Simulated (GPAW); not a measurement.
# PbS (Galena) (Fm-3m) in GPAW: notebook

One crystal, PbS (Galena), is run at these levels: PBE, PBEsol; tasks: single point, relaxation of cell and atoms.

Program: GPAW 26.7.0. These are calculated values, not measurements. Logs are shortened: lines on timing, memory, paths and dates and some standing lists are left out, and cuts for length are marked. The log counts tension as positive stress, the text compression.

**1. The structure**

The structure is cubic, space group Fm-3m (No. 225). Conventional cell: a = 5.931 Å, b = 5.931 Å, c = 5.931 Å, α = 90.00°, β = 90.00°, γ = 90.00°. Pb (site symmetry m-3m) has 6 S at 2.97 Å as nearest neighbours. Around S (site symmetry m-3m) lie 6 Pb at 2.97 Å.

**2. Single point, PBE**

File run.py:

```python
from ase.dft.bandgap import bandgap
from ase.io import read, write
from ase.units import GPa
from gpaw import GPAW, PW

atoms = read('POSCAR')

calc = GPAW(mode=PW(250),
            xc='PBE',
            kpts={'size': (6, 6, 6), 'gamma': True},
            occupations={'name': 'fermi-dirac', 'width': 0.05},
            nbands=19,
            convergence={'density': 1e-05, 'energy': 1e-05},
            maxiter=50,
            txt='gpaw.txt')
atoms.calc = calc
energy = atoms.get_potential_energy()
forces = atoms.get_forces()
stress = atoms.get_stress()
calc.write('gs.gpw')
write('result.traj', atoms)
print(f'Energy: {energy:.6f} eV')
print('Forces (eV/A):')
print(forces.round(4))
print('Stress (GPa):', (stress / GPa).round(3))
print('Fermi level:', round(calc.get_fermi_level(), 4), 'eV')
print(f'Gap: {bandgap(calc)[0]:.4f} eV, direct: {bandgap(calc, direct=True)[0]:.4f} eV')
```

File POSCAR:

```
PbS
1.0
    0.0000000000      2.9657500000      2.9657500000
    2.9657500000      0.0000000000      2.9657500000
    2.9657500000      2.9657500000      0.0000000000
Pb S
1 1
Direct
    0.0000000000      0.0000000000      0.0000000000
    0.5000000000      0.5000000000      0.5000000000
```

Potentials or basis: GPAW PAW data sets (gpaw-data 1.2.1), pw.

Launch:

```
OMP_NUM_THREADS=1 python run.py
```

gpaw.txt:

```text
__  _  _
 | _ |_)|_||  |
 |__||  | ||/\| - 26.7.0

Input parameters:
  mode=PW(ecut=250.0),
  convergence={'density': 1e-05, 'energy': 1e-05},
  kpts=MonkhorstPack(size=(6, 6, 6), gamma=True),
  maxiter=50,
  nbands=19,
  occupations=Occupations(name='fermi-dirac', width=0.05),
  xc=XC(name='PBE')

Diagonalizing LCAO Hamiltonian
Converting LCAO to pw mode

                S

       Pb

Atoms  # Å, Bohr magnetons
|   | symbol |        x |        y |        z |    initial magnetic moments |
|---|--------|----------|----------|----------|-----------------------------|
| 0 |     Pb | 0.000000 | 0.000000 | 0.000000 | ( 0.0000,  0.0000,  0.0000) |
| 1 |      S | 2.965750 | 2.965750 | 2.965750 | ( 0.0000,  0.0000,  0.0000) |

Unit cell  # Å
| periodic |        x |        y |        z |  lengths |    angles |
|----------|----------|----------|----------|----------|-----------|
|      yes | 0.000000 | 2.965750 | 2.965750 | 4.194204 | 60.000000 |
|      yes | 2.965750 | 0.000000 | 2.965750 | 4.194204 | 60.000000 |
|      yes | 2.965750 | 2.965750 | 0.000000 | 4.194204 | 60.000000 |

Number of symmetries: 48
Symmetry operations  # r_c * U_cc + t_c -> r_c
|    | kind |            matrix            |
|----|------|------------------------------|
|  0 |  σ   |  1, 0, 0,  1, 0,-1,  1,-1, 0 |
|  1 |  C2  |  1, 0, 0,  1,-1, 0,  1, 0,-1 |
|  2 |  E   |  1, 0, 0,  0, 1, 0,  0, 0, 1 |
|  3 |  σ   |  1, 0, 0,  0, 0, 1,  0, 1, 0 |
|  4 |  C4  |  1, 0,-1,  1, 0, 0,  1,-1, 0 |
|  5 |  S6  |  1, 0,-1,  1,-1, 0,  1, 0, 0 |
|  6 |  σ   |  1, 0,-1,  0, 1,-1,  0, 0,-1 |
|  7 |  C3  |  1, 0,-1,  0, 0,-1,  0, 1,-1 |
|  8 |  S6  |  1,-1, 0,  1, 0, 0,  1, 0,-1 |
|  9 |  C4  |  1,-1, 0,  1, 0,-1,  1, 0, 0 |
| 10 |  C3  |  1,-1, 0,  0,-1, 1,  0,-1, 0 |
| 11 |  σ   |  1,-1, 0,  0,-1, 0,  0,-1, 1 |
| 12 |  σ   |  0, 1, 0,  1, 0, 0,  0, 0, 1 |
| 13 |  C4  |  0, 1, 0,  0, 1,-1, -1, 1, 0 |
| 14 |  C3  |  0, 1, 0,  0, 0, 1,  1, 0, 0 |
| 15 |  S6  |  0, 1, 0, -1, 1, 0,  0, 1,-1 |
| 16 |  C2  |  0, 1,-1,  1, 0,-1,  0, 0,-1 |
| 17 |  σ   |  0, 1,-1,  0, 1, 0, -1, 1, 0 |
| 18 |  S4  |  0, 1,-1,  0, 0,-1,  1, 0,-1 |
| 19 |  C4  |  0, 1,-1, -1, 1, 0,  0, 1, 0 |
| 20 |  C3  |  0, 0, 1,  1, 0, 0,  0, 1, 0 |
| 21 |  σ   |  0, 0, 1,  0, 1, 0,  1, 0, 0 |
| 22 |  S6  |  0, 0, 1,  0,-1, 1, -1, 0, 1 |
| 23 |  C4  |  0, 0, 1, -1, 0, 1,  0,-1, 1 |
| 24 |  S4  |  0, 0,-1,  1, 0,-1,  0, 1,-1 |
| 25 |  C3  |  0, 0,-1,  0, 1,-1,  1, 0,-1 |
| 26 |  C2  |  0, 0,-1,  0,-1, 0, -1, 0, 0 |
| 27 |  S6  |  0, 0,-1, -1, 0, 0,  0,-1, 0 |
| 28 |  S4  |  0,-1, 1,  1,-1, 0,  0,-1, 0 |
| 29 |  C4  |  0,-1, 1,  0, 0, 1, -1, 0, 1 |
| 30 |  C2  |  0,-1, 1,  0,-1, 0,  1,-1, 0 |
| 31 |  σ   |  0,-1, 1, -1, 0, 1,  0, 0, 1 |
| 32 |  C3  |  0,-1, 0,  1,-1, 0,  0,-1, 1 |
| 33 |  S6  |  0,-1, 0,  0, 0,-1, -1, 0, 0 |
| 34 |  S4  |  0,-1, 0,  0,-1, 1,  1,-1, 0 |
| 35 |  C2  |  0,-1, 0, -1, 0, 0,  0, 0,-1 |
| 36 |  C2  | -1, 1, 0,  0, 1, 0,  0, 1,-1 |
| 37 |  S6  | -1, 1, 0,  0, 1,-1,  0, 1, 0 |
| 38 |  S4  | -1, 1, 0, -1, 0, 1, -1, 0, 0 |
| 39 |  C3  | -1, 1, 0, -1, 0, 0, -1, 0, 1 |
| 40 |  S6  | -1, 0, 1,  0, 0, 1,  0,-1, 1 |
| 41 |  C2  | -1, 0, 1,  0,-1, 1,  0, 0, 1 |
| 42 |  C3  | -1, 0, 1, -1, 1, 0, -1, 0, 0 |
| 43 |  S4  | -1, 0, 1, -1, 0, 0, -1, 1, 0 |
| 44 |  C2  | -1, 0, 0,  0, 0,-1,  0,-1, 0 |
| 45 |  i   | -1, 0, 0,  0,-1, 0,  0, 0,-1 |
| 46 |  σ   | -1, 0, 0, -1, 1, 0, -1, 0, 1 |
| 47 |  C2  | -1, 0, 0, -1, 0, 1, -1, 1, 0 |

BZ-sampling:
  Number of BZ points: 216
  Number of IBZ points: 16

  Monkhorst-Pack size: [6, 6, 6]
  Monkhorst-Pack shift: [0.08333333333333333, 0.08333333333333333, 0.08333333333333333]

K-points  # in reciprocal-cell coordinates
|     |                                coordinates |     weight |
|-----|--------------------------------------------|------------|
|   0 | (  0.00000000,   0.00000000,   0.00000000) | 0.00462963 |
|   1 | (  0.16666667,   0.16666667,   0.00000000) | 0.02777778 |
|   2 | (  0.16666667,   0.16666667,   0.16666667) | 0.03703704 |
|   3 | (  0.33333333,   0.16666667,   0.16666667) | 0.05555556 |
|   4 | (  0.33333333,   0.33333333,  -0.33333333) | 0.05555556 |
|   5 | (  0.33333333,   0.33333333,   0.00000000) | 0.02777778 |
|   6 | (  0.33333333,   0.33333333,   0.16666667) | 0.11111111 |
|   7 | (  0.33333333,   0.33333333,   0.33333333) | 0.03703704 |
|   8 | (  0.50000000,   0.33333333,  -0.33333333) | 0.11111111 |
|   9 | (  0.50000000,   0.33333333,  -0.16666667) | 0.05555556 |
| ... |                                            |            |
|  15 | (  0.50000000,   0.50000000,   0.50000000) | 0.01851852 |

Plane wave coefficients: 483
Cutoff: 250.0 eV

Spin-components: 1 (collinear spins)
Bands:           19
Projectors:      11
Spin-degeneracy: 2
Datatype:        complex128

Parallelization:
  kpt:    1
  domain: 1
  band:   1

Density:
  Valence electrons: 20.0
  Components: 1
  Grid points: [16 16 16]
  Charge: 0.0  # |e|

Potential:
  Grid points: [16 16 16]

species:
  Pb:
    name:    Lead
    Z:       82.0
    valence: 14
    core:    68
    charge:  0.0  # [|e|]
    compensation charges:
      type: gauss
      rc: 0.38  # [Å]
      lmax: 2
    cutoffs:
      filter: 2.36  # [Å]
      core: 2.43  # [Å]
    projectors
    | kind |    occ | energy [eV] | rcut [Å] |
    |------|--------|-------------|----------|
    |   6s |  2.000 |     -11.969 |    1.259 |
    |   6p |  2.000 |      -3.506 |    1.275 |
    |   5d | 10.000 |     -21.211 |    1.217 |
    |    s |        |      15.243 |    1.259 |
    |    p |        |      23.705 |    1.275 |
    |    d |        |       6.001 |    1.217 |

    Using partial waves for Pb as LCAO basis

  S:
    name:    Sulfur
    Z:       16.0
    valence: 6
    core:    10
    charge:  0.0  # [|e|]
    compensation charges:
      type: gauss
      rc: 0.24  # [Å]
      lmax: 2
    cutoffs:
      filter: 1.77  # [Å]
      core: 1.66  # [Å]
    projectors
    | kind |    occ | energy [eV] | rcut [Å] |
    |------|--------|-------------|----------|
    |   3s |  2.000 |     -17.254 |    0.974 |
    |   3p |  4.000 |      -7.008 |    0.979 |
    |    s |        |       9.957 |    0.974 |
    |    p |        |      20.203 |    0.979 |
    |    d |        |       0.000 |    0.900 |

    Using partial waves for S as LCAO basis

Reference energy: -578132.083262  # eV

eigensolver:
  PPCG
  Converge bands: occupied
  niter=2

density mixing:
  MSR1-Mixer
  Pratt-step length: 0.05
  Maximum mixing coefficient: 0.75
  Old densities: 10
  SVD Regularization: 0.005
  Good broyden scale: 1.0
  Trust region scale: 1.0
  Backstep threshold: 4.0
  History deletion threshold: 6.0
  Fourier metric: weight=20.0, sigma=0.015

occupation numbers:
  Fermi-Dirac:
    width: 0.0500  # eV

poisson solver:
  ecut: 2000.0  # eV

xc functional:
  name: PBE with 2 nearest neighbor stencil

convergence criteria:
- Maximum integral of absolute [dens]ity change: 1e-05 electrons / valence electron
- Maximum [total energy] change in last 3 cyles: 1e-05 eV / valence electron
- Maximum integral of absolute [eigenst]ate change: 4e-08 eV^2 / valence electron
maximum number of iterations: 50

SCF iterations
|iter     | |      energy | eigst |  dens |
|---------|-|-------------|-------|-------|
|iter:   1| |   -8.545869 | -0.68 |       |
|iter:   2| |   -8.434617 | -2.71 | -1.14 |
|iter:   3| |   -8.100181 | -1.71 | -1.18 |
|iter:   4| |   -8.101431 | -3.93 | -1.80 |
|iter:   5| |   -8.102211 | -4.34 | -2.15 |
|iter:   6| |   -8.102266 | -5.70 | -3.07 |
|iter:   7| |   -8.102273c| -6.79 | -3.58 |
|iter:   8| |   -8.102273c| -7.76c| -4.56 |
|iter:   9| |   -8.102273c| -7.84c| -5.19c|

Converged in 9 steps
Energy contributions relative to reference atoms: (reference = -578132.083262)

Energy contributions:
  Kinetic:          43.120128
  Coulomb:         -42.252005
  Zero:              0.538788
  External:          0.000000
  Xc:               -9.508875
  Entropy:          -0.000618
  Spinorbit:         0.000000
  ----------------------------
  Free energy:      -8.102582
  Extrapolated:     -8.102273

dipole moment: (-24.971949, -24.971949, -24.971949)  # |e|*Ang

Fermi level: 6.429
Eigenvalues  # (at kpt = [0.000, 0.000, 0.000])
| band index |      eig [eV] | occ [0-2] |
|------------|---------------|-----------|
|          0 |       -10.463 |     2.000 |
|        ... |               |           |
|          2 |       -10.463 |     2.000 |
|          3 |       -10.450 |     2.000 |
|          4 |       -10.450 |     2.000 |
|          5 |        -7.359 |     2.000 |
|          6 |         0.239 |     2.000 |
|          7 |         4.056 |     2.000 |
[... 9 lines left out ...]
|         17 |        15.334 |     0.000 |
|         18 |        15.335 |     0.000 |

Gap: 0.319 eV
Transition (v -> c):
  (s=0, k=15, n=9, [0.50, 0.50, 0.50]) -> (s=0, k=15, n=10, [0.50, 0.50, 0.50])
No difference between direct/indirect transitions

Forces  # eV/Ang
|       x |        y |        z |
|---------|----------|----------|
| 0.00000 |  0.00000 | -0.00000 |  # Pb   0
| 0.00000 | -0.00000 |  0.00000 |  # S    1

Stress tensor  # eV/Ang^3
|        x |        y |        z |
|----------|----------|----------|
| 0.001433 | 0.000000 | 0.000000 |
| 0.000000 | 0.001433 | 0.000000 |
| 0.000000 | 0.000000 | 0.001433 |

# Writing to gs.gpw (mode='')
```

It took 5.3 s on 1 thread of Intel Xeon Platinum 8488C (Sapphire Rapids), shared host; peak memory 0.13 GiB.

The run converged, but some of its settings lie outside the range that counts as converged, so its numbers aren't taken as properties of the crystal.

What came out:

- Free energy: -8.1026 eV
- Pressure: -0.2 GPa
- Band gap on the k mesh: 0.32 eV, direct

Caveat: the cutoff is short for stress and forces, so pressures can be off by a GPa or more; spin-orbit coupling is left out, which as a rule narrows the gap of such compounds by several tenths of an eV.

[end of part 1 of 2]
